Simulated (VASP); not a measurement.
# NbP in VASP: work function with PBE

Aim: the work function of NbP with PBE.

Program: VASP 6.6.1. These are calculated values, not measurements. Logs are shortened: lines on timing, memory, paths and dates and some standing lists are left out, and cuts for length are marked.

## (1) The cell of the first run

The cell holds a slab with vacuum, 8 atoms: a = 3.325 Å, b = 3.325 Å, c = 23.535 Å, α = 90.00°, β = 90.00°, γ = 90.00°.

## (2) Work function, PBE (the (0 0 1) slab of NbP, cut from the database cell, not relaxed)

File INCAR:

```
SYSTEM = NbP
  PREC = Accurate
  ENCUT = 520
  EDIFF = 1E-6
  ISMEAR = 0
  SIGMA = 0.05
  LREAL = .FALSE.
  LASPH = .TRUE.
  NELM = 80
  ALGO = Normal
  ISIF = 2
  LWAVE = .FALSE.
  LCHARG = .TRUE.
  LDIPOL = .TRUE.
  IDIPOL = 3
  DIPOL = 0.5 0.5 0.500
  GGA = PE
  LELF = .TRUE.
  LVHAR = .TRUE.
  LVACPOTAV = .TRUE.
```

File KPOINTS:

```
regular mesh
0
G
  8 8 1
  0 0 0
```

File POSCAR:

```
NbP
1.0
    3.3250000000      0.0000000000      0.0000000000
    0.0000000000      3.3250000000      0.0000000000
    0.0000000000      0.0000000000     23.5350000000
Nb P
4 4
Direct
    0.5000000000      0.0000000000      0.3186743149
    0.5000000000      0.5000000000      0.4395581050
    0.0000000000      0.5000000000      0.5604418950
    0.0000000000      0.0000000000      0.6813256851
    0.0000000000      0.5000000000      0.3186743149
    0.0000000000      0.0000000000      0.4395581050
    0.5000000000      0.0000000000      0.5604418950
    0.5000000000      0.5000000000      0.6813256851
```

Potentials or basis: VASP PAW PBE potentials, release 64 (Nb_sv, P).

Command:

```
$ cat potpaw_PBE.64/Nb_sv/POTCAR potpaw_PBE.64/P/POTCAR > POTCAR
$ mpirun -np 1 vasp_std > vasp.out
```

OUTCAR:

```text
SYSTEM = NbP
   PREC = Accurate
   ENCUT = 520
   EDIFF = 1E-6
   ISMEAR = 0
   LREAL = .FALSE.
   LASPH = .TRUE.
   NELM = 80
   ISIF = 2
   GGA = PE

 ion  position               nearest neighbor table
   1  0.500  0.000  0.319-   5 2.35   5 2.35   5 2.35   5 2.35
   2  0.500  0.500  0.440-   6 2.35   6 2.35   6 2.35   6 2.35
   3  0.000  0.500  0.560-   7 2.35   7 2.35   7 2.35   7 2.35
   4  0.000  0.000  0.681-   8 2.35   8 2.35   8 2.35   8 2.35
   5  0.000  0.500  0.319-   1 2.35   1 2.35   1 2.35   1 2.35
   6  0.000  0.000  0.440-   2 2.35   2 2.35   2 2.35   2 2.35
   7  0.500  0.000  0.560-   3 2.35   3 2.35   3 2.35   3 2.35
   8  0.500  0.500  0.681-   4 2.35   4 2.35   4 2.35   4 2.35

  LATTYP: Found a simple tetragonal cell.
 ALAT       =     3.3250000000
 C/A-ratio  =     7.0781954887

  Lattice vectors:

 A1 = (   3.3250000000,   0.0000000000,   0.0000000000)
 A2 = (   0.0000000000,   3.3250000000,   0.0000000000)
 A3 = (   0.0000000000,   0.0000000000,  23.5350000000)

Analysis of symmetry for initial positions (statically):
=====================================================================
 Subroutine PRICEL returns:
 Original cell was already a primitive cell.

 Routine SETGRP: Setting up the symmetry group for a
 simple tetragonal supercell.

 Subroutine GETGRP returns: Found  8 space group operations
 (whereof  4 operations were pure point group operations)
 out of a pool of 16 trial point group operations.

The static configuration has the point symmetry C_2v.
 The point group associated with its full space group is D_2h.

Analysis of symmetry for dynamics (positions and initial velocities):
=====================================================================
 Subroutine PRICEL returns:
 Original cell was already a primitive cell.

 Routine SETGRP: Setting up the symmetry group for a
 simple tetragonal supercell.

 Subroutine GETGRP returns: Found  8 space group operations
 (whereof  4 operations were pure point group operations)
 out of a pool of 16 trial point group operations.

The dynamic configuration has the point symmetry C_2v.
 The point group associated with its full space group is D_2h.

 Subroutine INISYM returns: Found  8 space group operations
 (whereof  4 operations are pure point group operations),
 and found     1 'primitive' translations

----------------------------------------------------------------------------------------

                                     Primitive cell

  volume of cell :     260.1941

  direct lattice vectors                    reciprocal lattice vectors
     3.325000000  0.000000000  0.000000000     0.300751880  0.000000000  0.000000000
     0.000000000  3.325000000  0.000000000     0.000000000  0.300751880  0.000000000
     0.000000000  0.000000000 23.535000000     0.000000000  0.000000000  0.042489909

  length of vectors
     3.325000000  3.325000000 23.535000000     0.300751880  0.300751880  0.042489909

  position of ions in fractional coordinates (direct lattice)
     0.500000000  0.000000000  0.318674315
     0.500000000  0.500000000  0.439558105
     0.000000000  0.500000000  0.560441895
     0.000000000  0.000000000  0.681325685
     0.000000000  0.500000000  0.318674315
     0.000000000  0.000000000  0.439558105
     0.500000000  0.000000000  0.560441895
     0.500000000  0.500000000  0.681325685

  ion indices of the primitive-cell ions
   primitive index   ion index
                 1           1
                 2           2
                 3           3
                 4           4
                 5           5
                 6           6
                 7           7
                 8           8

----------------------------------------------------------------------------------------

 KPOINTS: regular mesh

Automatic generation of k-mesh.
 Grid dimensions read from file:
 generate k-points for:    8    8    1

 Generating k-lattice:

  Cartesian coordinates                     Fractional coordinates (reciprocal lattice)
     0.037593985  0.000000000  0.000000000     0.125000000  0.000000000  0.000000000
     0.000000000  0.037593985  0.000000000     0.000000000  0.125000000  0.000000000
     0.000000000  0.000000000  0.042489909     0.000000000  0.000000000  1.000000000

  Length of vectors
     0.037593985  0.037593985  0.042489909

  Shift w.r.t. Gamma in fractional coordinates (k-lattice)
     0.000000000  0.000000000  0.000000000

 Subroutine IBZKPT returns following result:
 ===========================================

 Found     25 irreducible k-points:

 Following reciprocal coordinates:
            Coordinates               Weight
  0.000000  0.000000  0.000000      1.000000
  0.125000  0.000000  0.000000      2.000000
  0.000000  0.125000  0.000000      2.000000
  0.250000  0.000000  0.000000      2.000000
  0.000000  0.250000  0.000000      2.000000
  0.375000  0.000000  0.000000      2.000000
[... 16 lines left out ...]
  0.500000  0.375000  0.000000      2.000000
 -0.375000  0.500000  0.000000      2.000000
   k-points           NKPTS =     25   k-points in BZ     NKDIM =     25   number of bands    NBANDS=     43
   number of dos      NEDOS =    301   number of ions     NIONS =      8
   total plane-waves  NPLWV = 141120
   dimension x,y,z NGX =    28 NGY =   28 NGZ =  180
   dimension x,y,z NGXF=    56 NGYF=   56 NGZF=  360
   ions per type =               4   4
   NGX,Y,Z   is equivalent  to a cutoff of  14.00, 14.00, 12.71 a.u.
   NGXF,Y,Z  is equivalent  to a cutoff of  28.00, 28.00, 25.43 a.u.
 SYSTEM =  NbP
   PREC   = accura    normal or accurate (medium, high low for compatibility)
   ISTART =      0    job   : 0-new  1-cont  2-samecut
   ICHARG =      2    charge: 1-file 2-atom 10-const
   ISPIN  =      1    spin polarized calculation?
   LNONCOLLINEAR =      F non collinear calculations
   LSORBIT =      F    spin-orbit coupling
   LASPH  =      T    aspherical Exc in radial PAW
   ENCUT  =  520.0 eV  38.22 Ry    6.18 a.u.   6.18  6.18 43.76*2*pi/ulx,y,z
   NELM   =     80;   NELMIN=  2; NELMDL= -5     # of ELM steps
   EDIFF  = 0.1E-05   stopping-criterion for ELM
   LREAL  =      F    real-space projection
   EDIFFG = 0.1E-04   stopping-criterion for IOM
   NSW    =      0    number of steps for IOM
   IBRION =     -1    ionic relax: 0-MD 1-quasi-New 2-CG
   NFREE  =      0    steps in history (QN), initial steepest desc. (CG)
   ISIF   =      2    stress and relaxation
   ISYM   =      2    0-nonsym 1-usesym 2-fastsym
   POTIM  = 0.5000    time-step for ionic-motion
   TEBEG  =    0.0;   TEEND  =   0.0 temperature during run
   PSTRESS=    0.0 pullay stress
   NELECT =      72.0000    total number of electrons
   NUPDOWN=      -1.0000    fix difference up-down
   EMIN   =  10.00;   EMAX   =-10.00  energy-range for DOS
   EFERMI =   0.00;   METHOD = LEGACY
   ISMEAR =     0;   SIGMA  =   0.05  broadening in eV -4-tet -1-fermi 0-gaus
   EFERMI_NEDOS =   21; number of points for ismear=-14 and -15
   IALGO  =     38    algorithm
   IMIX   =      4    mixing-type and parameters
     AMIX     =   0.40;   BMIX     =  1.00
     AMIX_MAG =   1.60;   BMIX_MAG =  1.00
  volume/ion in A,a.u.               =      32.52       219.48
  Fermi-wavevector in a.u.,A,eV,Ry     =   1.066809  2.015976 15.484526  1.138081
  Thomas-Fermi vector in A             =   2.202405
   LORBIT       =      0    0 simple, 1 ext, 2 COOP (PROOUT), +10 PAW based schemes
   GGA     = PE    functional components
   LHFCALC =     F    Hartree Fock is set to
   AEXX    =    0.0000 exact exchange contribution
   IVDW    =     0    specifies the selected vdW correction
   LEPSILON=     F    determine dielectric tensor
   LRPA    =     F    only Hartree local field effects (RPA)
 non-spin polarized calculation
 Gauss-broadening in eV      SIGMA  =   0.05
  energy-cutoff  :      520.00
  volume of cell :      260.19
 maximum number of plane-waves:      7040
 NGX is ok and might be reduce to    28
   NGX = 13   NGY = 13   NGZ = 87

 number of electron      71.9999998 magnetization

 dipolmoment           0.000000      0.000000      0.000000 electrons x Angstroem

 Free energy of the ion-electron system (eV)
  ---------------------------------------------------
  ext. energy  EPLUGINS =         0.00000000
  ---------------------------------------------------
  free energy    TOTEN  =       -62.87127024 eV

  energy without entropy =      -62.86801902  energy(sigma->0) =      -62.86964463

 E-fermi :   3.5074     XC(G=0):  -6.5383

 val. band max:        3.4655278437   @ k =   0.0000   0.2500   0.0000
 cond. band min:       3.5104099634   @ k =  -0.1250   0.5000   0.0000
 fundamental gap:      0.0448821197
 Fermi energy:         3.5073531131

 k-point     1 :       0.0000    0.0000    0.0000
  band No.  band energies     occupation
      1     -51.6969      2.00000
      2     -51.6968      2.00000
      3     -51.5749      2.00000
      4     -51.5555      2.00000
      5     -27.8585      2.00000
      6     -27.8581      2.00000
[... 35 lines left out ...]
     42       3.5818      0.03524
     43       3.6018      0.00756

 k-point     2 :       0.1250    0.0000    0.0000
  band No.  band energies     occupation
      1     -51.6937      2.00000
      2     -51.6936      2.00000
      3     -51.5709      2.00000
      4     -51.5530      2.00000
      5     -27.9091      2.00000
      6     -27.9085      2.00000
[... 35 lines left out ...]
     42       4.3344      0.00000
     43       4.4825      0.00000

 k-point     3 :       0.0000    0.1250    0.0000
  band No.  band energies     occupation
      1     -51.6936      2.00000
      2     -51.6935      2.00000
      3     -51.5717      2.00000
      4     -51.5524      2.00000
      5     -27.8616      2.00000
      6     -27.8573      2.00000
[... 35 lines left out ...]
     42       4.2867      0.00000
     43       5.0638      0.00000

 k-point     4 :       0.2500    0.0000    0.0000
  band No.  band energies     occupation
      1     -51.6859      2.00000
      2     -51.6858      2.00000
      3     -51.5610      2.00000
      4     -51.5473      2.00000
      5     -28.0291      2.00000
      6     -28.0284      2.00000
[... 863 lines left out ...]
     42       5.4094      0.00000
     43       5.9759      0.00000

 k-point    23 :       0.5000    0.3750    0.0000
  band No.  band energies     occupation
      1     -51.6570      2.00000
      2     -51.6570      2.00000
      3     -51.5261      2.00000
      4     -51.5261      2.00000
      5     -28.1289      2.00000
      6     -28.1289      2.00000
[... 35 lines left out ...]
     42       5.1829      0.00000
     43       5.6923      0.00000

 k-point    24 :      -0.3750    0.5000    0.0000
  band No.  band energies     occupation
      1     -51.6569      2.00000
      2     -51.6569      2.00000
      3     -51.5298      2.00000
      4     -51.5225      2.00000
      5     -28.0774      2.00000
      6     -28.0770      2.00000
[... 35 lines left out ...]
     42       5.2315      0.00000
     43       5.3264      0.00000

 [... further k-points ...]

------------------------ aborting loop because EDIFF is reached ----------------------------------------

  FORCE on cell =-STRESS in cart. coord.  units (eV):
  Direction    XX          YY          ZZ          XY          YZ          ZX
  --------------------------------------------------------------------------------------
  -------------------------------------------------------------------------------------
  Total       24.8929739     24.3688121     -7.6258718      0.0000000      0.0000000      0.0000000
  in kB      153.2815432    150.0539525    -46.9572417      0.0000000      0.0000000      0.0000000
  external PRESSURE =      85.4594180 kB  Pullay stress =       0.0000000 kB

 VOLUME and BASIS-vectors are now :
 -----------------------------------------------------------------------------
  energy-cutoff  :      520.00
  volume of cell :      260.19
      direct lattice vectors                 reciprocal lattice vectors
     3.325000000  0.000000000  0.000000000     0.300751880  0.000000000  0.000000000
     0.000000000  3.325000000  0.000000000     0.000000000  0.300751880  0.000000000
     0.000000000  0.000000000 23.535000000     0.000000000  0.000000000  0.042489909

 POSITION                                       TOTAL-FORCE (eV/Angst)
 -----------------------------------------------------------------------------------
      1.66250      0.00000      7.50000         0.000000      0.000000      0.959481
      1.66250      1.66250     10.34500         0.000000      0.000000      0.010754
      0.00000      1.66250     13.19000         0.000000      0.000000     -0.010754
      0.00000      0.00000     16.03500         0.000000      0.000000     -0.959481
      0.00000      1.66250      7.50000         0.000000      0.000000     -0.070521
      0.00000      0.00000     10.34500         0.000000      0.000000     -0.020252
      1.66250      0.00000     13.19000         0.000000      0.000000      0.020252
      1.66250      1.66250     16.03500         0.000000      0.000000      0.070521
 -----------------------------------------------------------------------------------
    total drift:                                0.000000      0.000000      0.000000

  FREE ENERGIE OF THE ION-ELECTRON SYSTEM (eV)
  ---------------------------------------------------
  free  energy   TOTEN  =       -62.8712702404 eV

  energy  without entropy=      -62.8680190192  energy(sigma->0) =      -62.86964463

 vacuum level on the upper side and lower side of the slab         7.427         7.427
```

It took 9 min on 1 thread of Intel Xeon Platinum 8375C at 2.90GHz (Ice Lake), shared host; peak memory 0.49 GiB.

Results:

| Item | Value |
| --- | --- |
| Free energy | -62.8713 eV |
| Largest force | 0.959 eV/Å |
| Band gap on the k mesh | none (metal or under the smearing width) |
| Work function of the upper face | 3.92 eV |
| Work function of the lower face | 3.92 eV |

Forces on the atoms (eV/Å):
```
Nb   0.000  0.000  0.959
Nb   0.000  0.000  0.011
Nb   0.000  0.000 -0.011
Nb   0.000  0.000 -0.959
P    0.000  0.000 -0.071
P    0.000  0.000 -0.020
P    0.000  0.000  0.020
P    0.000  0.000  0.071
```
